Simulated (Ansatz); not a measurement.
# PbF2 monolayer (1T): a soft mode frozen in

Wanted: the energy along a soft mode of PbF2 monolayer (1T) and the structure at the end.

Program: Ansatz 0.2.0. Level of theory: DFT PBEsol, scalar-relativistic, plane waves, PAW. Results are calculated unless marked as measured.

## (1) The structure

The cell holds 3 atoms: 1 Pb and 2 F. Cell: a = 3.922 Å, b = 3.922 Å, c = 27.600 Å, α = 90.0°, β = 90.0°, γ = 120.0°. Vacuum lies along c.

## (2) The dispersion

The cell comes from relaxations at this level that are not shown. Stability and thermal properties need the whole zone. Linear response on a 3×3×1 q mesh gives force constants as far as a supercell of that size would, and the tensors from the zone-centre run are typed in so that the long-range dipole term is interpolated apart.

Contents of input.yaml:

```yaml
crystal:
  lattice:
    - [3.9217949026, 0.0, 0.0]
    - [-1.9608974513, 3.3963740141, 0.0]
    - [0.0, 0.0, 27.6]
  atoms:
    - { symbol: Pb, position: [0.0, 0.0, 0.3623188406] }
    - { symbol: F, position: [0.3333333333, 0.6666666667, 0.3980907034] }
    - { symbol: F, position: [0.6666666667, 0.3333333333, 0.3265469778] }
  periodic: [true, true, false]
kpoints:
  mp_grid: { grid: [9, 9, 1] }
hamiltonian:
  xc: pbesol
scf:
  occupations: { method: fixed }
output:
  eigenvalues: true
phonons:
  method: dfpt
  qmesh: [3, 3, 1]
  temperatures: { t_max: 1000, t_step: 50 }
  qpath:
    path:
      - [0.0, 0.0, 0.0]
      - [0.5, 0.0, 0.0]
      - [0.33333333, 0.33333333, 0.0]
      - [0.0, 0.0, 0.0]
    npoints: 10
  isolated: true
  non_analytic_term:
    high_frequency_dielectric_tensor: [[1.3774, 0.0, 0.0], [0.0, 1.3774, 0.0], [0.0, 0.0, 1.0926]]
    born_effective_charges:
      - { species: Pb, tensor: [[3.7234, 0.0, 0.0], [0.0, 3.7234, 0.0], [0.0, 0.0, 0.6823]] }
      - { species: F, tensor: [[-1.8617, 0.0, 0.0], [0.0, -1.8617, 0.0], [0.0, 0.0, -0.3411]] }
      - { species: F, tensor: [[-1.8617, 0.0, 0.0], [0.0, -1.8617, 0.0], [0.0, 0.0, -0.3411]] }
    source: "zone-centre run at this cell"
```

Run with:

```console
$ ansatz run input.yaml --threads 8 --pin off --max-ram 14336MiB --backend cpu --events-out ev --progress --plain --runs-dir out
```

Numbers of over 12 decimals in the logs are rounded to 6 here.

What it wrote:

```text
Warning: phonons: the dynamical matrix that this run interpolates holds no multipole term above the dipole-dipole one, and a site of this crystal is no centre of inversion, so its interpolated transverse optical and acoustic branches and sound speeds can stay off near Gamma, and the density of states and the thermodynamics with them. What a run solves at a wave vector of phonons.qpoints, Gamma apart, where the deck admits one, is free of this, and under fd what a larger phonons.supercell samples
Warning: crystal.symmetry: narrowed to the stabiliser of the run's FFT grids — unitary ops 12 → 6. A phonons.method: dfpt run fills in the rows of the dynamical matrix that it does not solve by its symmetry operations, which is exact only for operations that map its FFT grids onto themselves: filled in by any other, the frequencies could depend on the order in which like atoms are typed, or, by more than the grids' own error, on where the crystal sits among the grids' points. Excluded: 6 operations. The run can therefore solve more perturbations, solve them on more k-points, or both, and cost more. [rest of the remark cut]
Engine: ansatz 0.2.0, x86_64-unknown-linux-gnu
Pseudopotentials: kind: paw
Pseudopotential: Pb, paw, valence charge 14, recommended cutoff 420 eV (normal), Pb.paw.azcp
Pseudopotential: F, paw, valence charge 7, recommended cutoff 420 eV (normal), F.paw.azcp
Functional definition: PBEsol
  exchange = pbesol_x
  correlation = pbesol_c
Crystal: 3 atoms, lattice volume = 367.629 Å³
Basis set: ecut = 420 eV, 7257 PW (Γ), exchange–correlation on 54×54×384 points (8 copies of the dense FFT grid, shifted against one another)
Bands: 18, of which v1, the nominal top of the filled ones, is band 14 counted from 1 (13 counted from 0)
Symmetry: 12 space group operations
k-points: 12 of 81 (irreducible under 6 space group operations, time reversal used)
Non-local potential: Pb, projectors of the file, l = 0: 2, l = 1: 2, l = 2: 2, l = 3: 2
Non-local potential: F, projectors of the file, l = 0: 2, l = 1: 2, l = 2: 1
PAW form: soft (Blöchl's): semilocal exchange-correlation on the pseudo side does not see the compensation charge
PAW frozen core: Pb, regenerated for the run's functional, and the local potential with it (the file was generated under x = pbe(κ = 0.804, μ = 0.219515), c = pbe(β = 0.066725))
PAW frozen core: F, regenerated for the run's functional, and the local potential with it (the file was generated under x = pbe(κ = 0.804, μ = 0.219515), c = pbe(β = 0.066725))
PAW one-centre angular grid: Pb, 590 points (default); XC on 64 Gauss nodes
PAW one-centre angular grid: F, 110 points (default); XC on 64 Gauss nodes
Initial density: superposition of atomic densities (neutral atoms: chi_scale 0, normalization atom), corrected by the library's trained network
Initial wavefunctions: pseudopotential atomic-orbital guess
Functional: x = pbesol(κ = 0.804, μ = 0.123457), c = pbesol(β = 0.046)
SCF iter   1: F=—  HF=-13356.755423 eV  |F-HF|=—  |Δ(HF+E_count)|=         —  Δρ=4.14e-3  dr2=3.98e-2  ethr=1.77e-3  ⟨swp⟩=6.1  Hψ=1153  notcnv=0  defer=23
preconditioner: auto → none  [insulator: Δε(μ)=3.243 eV  Ē_g=16.120 eV  n_scr=14 (ndim 8)  ℏωp=10.2 eV  f_vac=0.826  ε∞_Penn≈1.4]
SCF iter   2: F=—  HF=-13356.751900 eV  |F-HF|=—  |Δ(HF+E_count)|=   3.52e-3  Δρ=2.70e-3  dr2=1.89e-2  ethr=1.42e-4  ⟨swp⟩=3.0  Hψ=564  notcnv=0  defer=23
SCF iter   3: F=—  HF=-13356.746779 eV  |F-HF|=—  |Δ(HF+E_count)|=   5.12e-3  Δρ=3.03e-4  dr2=2.29e-4  ethr=6.76e-5  ⟨swp⟩=2.8  Hψ=381  notcnv=0  defer=23
SCF iter   4: F=—  HF=-13356.747066 eV  |F-HF|=—  |Δ(HF+E_count)|=   2.87e-4  Δρ=8.55e-5  dr2=2.35e-5  ethr=8.18e-7  ⟨swp⟩=2.9  Hψ=470  notcnv=0  defer=24
SCF iter   5: F=—  HF=-13356.747067 eV  |F-HF|=—  |Δ(HF+E_count)|=   1.62e-6  Δρ=4.18e-5  dr2=5.73e-6  ethr=8.38e-8  ⟨swp⟩=3.2  Hψ=495  notcnv=0  defer=24
SCF iter   6: F=—  HF=-13356.747068 eV  |F-HF|=—  |Δ(HF+E_count)|=   3.21e-7  Δρ=5.63e-6  dr2=8.96e-8  ethr=2.05e-8  ⟨swp⟩=2.3  Hψ=392  notcnv=0  defer=23
SCF iter   7: F=—  HF=-13356.747139 eV  |F-HF|=—  |Δ(HF+E_count)|=   7.12e-5  Δρ=1.24e-6  dr2=3.77e-9  ethr=3.20e-10  ⟨swp⟩=3.1  Hψ=478  notcnv=0  defer=23
SCF iter   8: F=—  HF=-13356.747139 eV  |F-HF|=—  |Δ(HF+E_count)|=  1.29e-10  Δρ=2.95e-7  dr2=2.85e-10  ethr=1.35e-11  ⟨swp⟩=2.8  Hψ=409  notcnv=0  defer=23
SCF iter   9: F=-13356.747139 eV  HF=-13356.747139 eV  |F-HF|=3.64e-12  |Δ(HF+E_count)|=  2.91e-11  Δρ=2.94e-8  dr2=1.38e-12  ethr=1.00e-12  ⟨swp⟩=18.9  Hψ=2257  notcnv=0
SCF 1 converged in 9 iterations: F = -13356.747139 eV  dr2 = 1.38e-12
  greatest PAW one-centre occupation: 0.984 electrons in one spin orbital (limit 2), on the Pb atom at site 0 (counted from 0), in its partial waves of l = 2
NSCF: frozen V_eff on 12 k-points
NSCF: frozen V_eff on 25 k-points
DFPT response loops at q = (0, 0, 0) (fractional): preconditioner auto → none (the input reference at scf.mixing.eps_inf says where Resta's filter doesn't serve); β = 0.50; Broyden in place of MSR1
NSCF: frozen V_eff on 90 k-points
DFPT response loops at q = (0, 0.333333, 0) (fractional): mixed as the last ones told, above
NSCF: frozen V_eff on 90 k-points
DFPT response loops at q = (0.333333, 0.333333, 0) (fractional): mixed as the last ones told, above
SCF converged after 9 iterations
Free energy (F): -13356.747139 eV
Harris-Foulkes:  -13356.747139 eV  (|F-HF|=3.64e-12)
Internal energy: -13356.747139 eV  (E = F + TS)
E sigma→0 (E₀):  -13356.747139 eV
Fermi energy:    -6.861667 eV
--- Per-component energies (eV) ---
  E_band       = -463.299474
  E_kinetic    = 697.056977
  E_local      = -33885.540201  (includes V_loc(G=0)·N_el)
  E_nonlocal   = 499.944352
  E_hartree    = 16510.040394
  E_xc         = -376.673824
  E_vxc        = -335.594921  (∫ρ·V_xc dr)
  E_paw        = -10638.397669  (= ΣΔE_a)
  E_vpaw       = -459.250475  (= ΣTr[D̂ρ^β])
  E_aug_tail   = 0.004039  (compensation charges beyond the density's cutoff)
  E_ewald      = 13836.671791
  E_core_change = 0.147002  (= ΣΔE_core)
  E_smearing   = -0.000000  (= −TS)
  E_closure    = 0.000000  (closes the sum)
  Σ components = -13356.747139   (vs F -13356.747139, Δ=0.00e0)
--- Band table (eV; the first three rows and the last of 12) ---
  k-point 0: bands = [... 10 lower, -9.2756, -9.2756, -8.9511, -8.3962, -3.5046, -0.3195 (-0.3234°), 0.0193, 0.5166]
  k-point 1: bands = [... 10 lower, -9.2536, -9.1781, -8.8960, -8.2245, -3.3196, -0.3657 (-0.3664°), 0.1782, 0.2953]
  k-point 2: bands = [... 10 lower, -9.2063, -9.0725, -8.8455, -7.8056, -2.8636, -0.9443 (-0.9443°), 0.4917, 0.6494]
  k-point 11: bands = [... 10 lower, -9.6674, -8.8011, -8.8011, -6.8617, -1.3854, -0.7318, -0.7318, 3.1463]
  ° read free of the cell's end (the report's vacuum.weakly_bound_levels)
--- Phonons (Γ-DFPT): 6 representative perturbations + reference (Σ response iterations 26) ---
  ASR residual: 7.847e-5 → 0.000e0 eV/Å²; symmetrization residual: 4.372e-6 eV/Å²
  The last average, over the group as it would stand without the narrowing to the FFT grids, took up to 1.284e-6 eV/Å² of the zone centre's force constants
  ASR residual per site (eV/Å²): 7.85e-5 3.41e-5 3.32e-5
  Γ frequencies (cm⁻¹): 0.00 0.00 0.00 98.78 98.78 231.53 231.76 244.77 244.77
--- Phonons (arbitrary-q DFPT): 3 irreducible q on the 3×3×1 mesh ---
  q = [0.0000, 0.0000, 0.0000] (star 1, of the zone-centre solve; hermiticity 1.38e-6, symmetrization 7.01e-13, taken by the last average 2.03e-7): -0.00 -0.00 0.00 98.78 98.78 231.53 231.76 244.77 244.77
  q = [0.0000, 0.3333, 0.0000] (star 6, 9 solved perturbations on 45 of 81 k-point pairs; hermiticity 9.71e-7, symmetrization 7.82e-11, taken by the last average 1.25e-7): -26.53 47.15 87.65 97.22 143.98 197.83 204.32 217.29 318.90
  q = [0.3333, 0.3333, 0.0000] (star 2, 6 solved perturbations in 192 linear systems a pass and spin channel, the states on 45 of 81 k-point pairs; hermiticity 1.09e-6, symmetrization 1.48e-7, taken by the last average 1.93e-7): -57.35 92.39 92.39 94.77 159.67 159.67 190.94 190.94 316.22
  sum rule: each row above includes the acoustic sum rule's correction from the zone centre's row sums; it moved no ω² by more than (0.70 cm⁻¹)²
  mesh force constants: q→R imaginary residual 1.65e-16; ASR residual 7.847e-5 → 0.000e0 eV/Å²; symmetrization residual 4.441e-15 eV/Å²
  interpolated dispersion: 31 rows × 9 modes
  density of states and harmonic sums: on the 18×18×1 q-mesh, interpolated from the force constants of a 3×3×1 supercell (with the dipole–dipole term of supplied tensors)
  largest difference from the sums on the solved wave vectors: F 1.54e-1 eV, S 1.95e-4 and C_V 4.09e-5 eV/K
  zero-point energy: 0.081601 eV/cell   skipped modes (ω ≤ 0): 29, of them read as no rigid motion or as one in doubt: 26 (7.377e-1 modes/cell left out, lowest -68.70 cm⁻¹)   left out of the sums: 8.30e-2 of the cell's modes: C_V's classical limit lies that fraction below 3 k_B per atom; for a crystal, a wire or a layer, F and S can be off by more, and a phonons.interpolated_qmesh denser along its periods is the remedy for the sampling
```

It took 50 s on 8 threads of Intel Xeon Platinum 8488C (Sapphire Rapids), shared host; peak memory 1.6 GiB.

In the SCF lines HF is the Harris–Foulkes energy and dr2 the Hartree energy of the density residual, in eV; the loop may stop once dr2 is under the threshold and the program's other checks hold. Hψ counts applications of the Hamiltonian.

This step gave:

```
gap on the k-mesh                                       : 3.357 eV
sum-rule residual before enforcement                    : 7.85e-5 eV/Å²
lowest frequency on the path                            : -68.70 cm⁻¹
point group                                             : -3m
highest frequency on the path or at a solved wavevector : 339.6 cm⁻¹
area per atom                                           : 4.44 Å²
highest optical mode at the zone centre (no LO-TO term) : 244.8 cm⁻¹
lowest optical zone-centre mode                         : 98.78 cm⁻¹
lowest mode on the q mesh (acoustic modes at Γ apart)   : -57.35 cm⁻¹
```

Frequencies (cm⁻¹) solved at each irreducible wavevector; negative means imaginary. Frequencies by wavevector, by row:

| q in reciprocal lattice units | star | mode 1 | mode 2 | mode 3 | mode 4 | mode 5 | mode 6 | mode 7 | mode 8 | mode 9 |
| --- | --- | --- | --- | --- | --- | --- | --- | --- | --- | --- |
| 0 0 0 | 1 | 0 | 0 | 0 | 98.8 | 98.8 | 231.5 | 231.8 | 244.8 | 244.8 |
| 0 0.3333 0 | 6 | -26.5 | 47.1 | 87.7 | 97.2 | 144 | 197.8 | 204.3 | 217.3 | 318.9 |
| 0.3333 0.3333 0 | 2 | -57.4 | 92.4 | 92.4 | 94.8 | 159.7 | 159.7 | 190.9 | 190.9 | 316.2 |

Interpolated from a 3×3×1 q mesh, with the LO-TO term (at Γ the limit along the path; where Γ stands inside the path, tables give the limit on arrival). Phonon branches along the path, in cm⁻¹:

| point | branch 1 | branch 2 | branch 3 | branch 4 | branch 5 | branch 6 | branch 7 | branch 8 | branch 9 |
| --- | --- | --- | --- | --- | --- | --- | --- | --- | --- |
| Γ | 0 | 0 | 0 | 99 | 99 | 232 | 232 | 245 | 245 |
| halfway | 9 | 38 | 65 | 109 | 181 | 208 | 215 | 225 | 305 |
| M | -69 | 35 | 77 | 90 | 108 | 190 | 200 | 212 | 340 |
| halfway | -62 | 67 | 93 | 106 | 117 | 185 | 190 | 202 | 327 |
| K | -57 | 92 | 92 | 95 | 160 | 160 | 191 | 191 | 316 |
| halfway | -8 | 46 | 74 | 127 | 171 | 194 | 206 | 222 | 305 |
| Γ | 0 | 0 | 0 | 99 | 99 | 232 | 232 | 245 | 245 |

The phonon branches as a text plot (rows in cm⁻¹):

```
    331 |               *************
    314 |           ****             ***************
    297 |       ****                                *******
    280 |     **                                           **
    263 |   **
    246 |*****                                             ******
    229 |***********                                *************
    212 | *************************            **************
    195 |       **  ***************************************
    178 |         **               ***         *******
    161 |           **                *********
    144 |             **             ***     *******
    127 |                           *          **********
    110 |   **********  **************       **          ****
     93 |***          ******************************         ****
     76 |           **  ********    ****   ****     **
     59 |         **            ****           *****  ***
     42 |     ******************                    *******
     25 |   ******                                       ****
      8 |***********                                  ***********
     -9 |           **                              **
    -26 |             **                          **
    -43 |               **                   *****
    -60 |                 *******************
         Γ                   M           K                      Γ
```

Symmetry leaves 3 wavevectors to solve. The lowest mode among them, the acoustic zeros apart, lies at q = (0.333, 0.333, 0) and is imaginary, 57.4i cm⁻¹, so the energy falls along it. Between them the interpolated path dips to 69i cm⁻¹.

## (3) The mode frozen in, largest atomic shift 0 Å

The mode followed lies at q = (0.333, 0.333, 0) with frequency 57.3i cm⁻¹, the softest among the wavevectors solved. At small amplitude the distorted cell has space group no. 147 by a symmetry search on the positions. The undistorted cell that holds it gives the zero of energy on the same k mesh.

System of this step: PbF2 monolayer (1T). The cell holds 9 atoms: 3 Pb and 6 F. Its edges and angles: a = 6.793 Å, b = 6.793 Å, c = 27.600 Å, α = 90.0°, β = 90.0°, γ = 60.0°. It derives from PbF2. Vacuum lies along c.

Contents of input.yaml:

```yaml
crystal:
  lattice:
    - [5.8826923539, 3.3963740141, 0.0]
    - [0.0, 6.7927480282, 0.0]
    - [0.0, 0.0, 27.6]
  atoms:
    - { symbol: Pb, position: [0.0, 1.0, 0.3623188406] }
    - { symbol: Pb, position: [0.3333333333, 0.3333333333, 0.3623188406] }
    - { symbol: Pb, position: [0.6666666667, 0.6666666667, 0.3623188406] }
    - { symbol: F, position: [0.0, 0.3333333333, 0.3980907034] }
    - { symbol: F, position: [0.3333333333, 0.6666666667, 0.3980907034] }
    - { symbol: F, position: [0.6666666667, 1.0, 0.3980907034] }
    - { symbol: F, position: [0.3333333333, 1.0, 0.3265469778] }
    - { symbol: F, position: [0.6666666667, 0.3333333333, 0.3265469778] }
    - { symbol: F, position: [1.0, 0.6666666667, 0.3265469778] }
  periodic: [true, true, false]
kpoints:
  mp_grid: { grid: [6, 6, 1] }
hamiltonian:
  xc: pbesol
scf:
  occupations: { method: gaussian, width: 0.02 }
output:
  forces: true
  stress: true
  eigenvalues: true
```

What it wrote:

```text
[...]
Crystal: 9 atoms, lattice volume = 1102.886 Å³
Basis set: ecut = 420 eV, 21585 PW (Γ), exchange–correlation on 96×96×384 points (8 copies of the dense FFT grid, shifted against one another)
Bands: 51, of which v1, the nominal top of the filled ones, is band 42 counted from 1 (41 counted from 0)
Symmetry: 36 space group operations
[...]
k-points: 7 of 36
[...]
k-point 1: bands = [... 38 lower, -8.7883, -8.2659, -6.9327, -6.9117, -3.3642, -1.6974 (-1.6974°), -1.5539 (-1.5539°), -1.2436 (-1.2435°), ... 5 higher]
  k-point 2: bands = [... 38 lower, -8.7997, -7.9283, -7.1590, -7.0002, -2.9896, -2.2229, -1.9607, -1.4277 (-1.4277°), ... 5 higher]
  k-point 6: bands = [... 38 lower, -8.8374, -7.3577, -7.3577, -7.3577, -2.4605, -2.4605, -2.4605, -1.3498, ... 5 higher]
  ° read free of the cell's end (the report's vacuum.weakly_bound_levels)
[key lines of the parts left out:]
SCF converged after 7 iterations
Free energy (F): -40070.241360 eV
Fermi energy:    -5.183146 eV
P = ½ c Tr σ = 0.0005 N/m
```

It took 4.5 s on 8 threads; peak memory 2.4 GiB; 31 s of CPU time.

This step gave:

| Property | Result |
| --- | --- |
| energy from the undistorted cell | 0 meV/atom |

## (4) The mode frozen in, largest atomic shift 0.32 Å

The atoms are moved along the unstable eigenvector, the largest shift by 0.32 Å, with the cell fixed.

Contents of input.yaml:

```yaml
crystal:
  lattice:
    - [5.8826923539, 3.3963740141, 0.0]
    - [0.0, 6.7927480282, 0.0]
    - [0.0, 0.0, 27.6]
  atoms:
    - { symbol: Pb, position: [1.439e-07, 0.9999998561, 0.3692444101] }
    - { symbol: Pb, position: [0.3333333333, 0.3333333333, 0.362319074] }
    - { symbol: Pb, position: [0.6666665228, 0.6666668105, 0.3553932889] }
    - { symbol: F, position: [-0.0271993252, 0.3877287275, 0.3980906114] }
    - { symbol: F, position: [0.3877287276, 0.6394700915, 0.3980907954] }
    - { symbol: F, position: [0.6394666512, 0.9728031542, 0.3980907034] }
    - { symbol: F, position: [0.2789379391, 1.0271963654, 0.3265468858] }
    - { symbol: F, position: [0.6938632419, 0.2789379391, 0.3265470698] }
    - { symbol: F, position: [1.0271968458, 0.6938666821, 0.3265469778] }
  periodic: [true, true, false]
kpoints:
  mp_grid: { grid: [6, 6, 1] }
hamiltonian:
  xc: pbesol
scf:
  occupations: { method: gaussian, width: 0.02 }
output:
  forces: true
  stress: true
  eigenvalues: true
```

What it wrote:

```text
[...]
k-point 1: bands = [... 38 lower, -8.8554, -8.3252, -7.1875, -7.1468, -3.2846, -1.6992 (-1.6992°), -1.4643 (-1.4643°), -1.3465 (-1.3464°), ... 5 higher]
  k-point 2: bands = [... 38 lower, -8.8647, -8.0134, -7.3662, -7.2350, -2.9407, -2.2142, -1.7590, -1.5930, ... 5 higher]
  k-point 7: bands = [... 38 lower, -8.8712, -7.5655, -7.5043, -7.5043, -2.6212, -2.2974, -2.2974, -1.5311, ... 5 higher]
  ° read free of the cell's end (the report's vacuum.weakly_bound_levels)
[key lines of the parts left out:]
SCF converged after 8 iterations
Free energy (F): -40070.333847 eV
Fermi energy:    -5.259766 eV
P = ½ c Tr σ = -0.3637 N/m
```

Run time: 4.6 s. Hardware: 8 threads; peak memory 2.6 GiB.

This step gave:

```
gap on the k-mesh                : 3.683 eV
energy from the undistorted cell : -10.28 meV/atom
```

The energy, extrapolated to zero smearing, is -10.28 meV/atom against the undistorted cell.

## (5) Energy along the mode, all amplitudes (two of the runs are shown above)

An imaginary frequency means negative curvature, so the energy should fall and then rise again as anharmonic terms take over.

This step gave:

| Quantity | Value |
| --- | --- |
| depth at the lowest point sampled | 10.28 meV/atom |
| largest atomic shift at that point | 0.32 Å |

Table of energy from the parent by largest atomic shift:

| largest atomic shift (Å) | energy from the parent (meV/atom) |
| --- | --- |
| 0.000 | 0 |
| 0.040 | -0.279 |
| 0.080 | -1.09 |
| 0.140 | -3.12 |
| 0.220 | -6.63 |
| 0.320 | -10.3 |
| 0.450 | -9.05 |
| 0.600 | 7.78 |

Displacement at unit largest shift by atom:

| atom | x (Å) | y (Å) | z (Å) | size |
| --- | --- | --- | --- | --- |
| Pb1 | 0.00 | 0.00 | 0.60 | 0.60 |
| Pb2 | 0.00 | 0.00 | 0.00 | 0.00 |
| Pb3 | 0.00 | 0.00 | -0.60 | 0.60 |
| F4 | -0.50 | 0.87 | 0.00 | 1.00 |
| F5 | 1.00 | 0.00 | 0.00 | 1.00 |
| F6 | -0.50 | -0.87 | 0.00 | 1.00 |
| F7 | -1.00 | 0.00 | 0.00 | 1.00 |
| F8 | 0.50 | -0.87 | 0.00 | 1.00 |
| F9 | 0.50 | 0.87 | 0.00 | 1.00 |

The lowest of the steps tried is at 0.32 Å, 10.3 meV/atom below the parent; the bottom of the well need not coincide with a step.

(Continued in part 2 of 2.)

[Logs are printed without paths, hosts, clocks, repeated set-up lines and the standing remarks that a program may print on its own settings, such as how far it seeks lower states.]

[Hosts, paths, dates, database ids (printed as entryN), source tags and the programs' standing remarks are cut or masked in the printed files.]
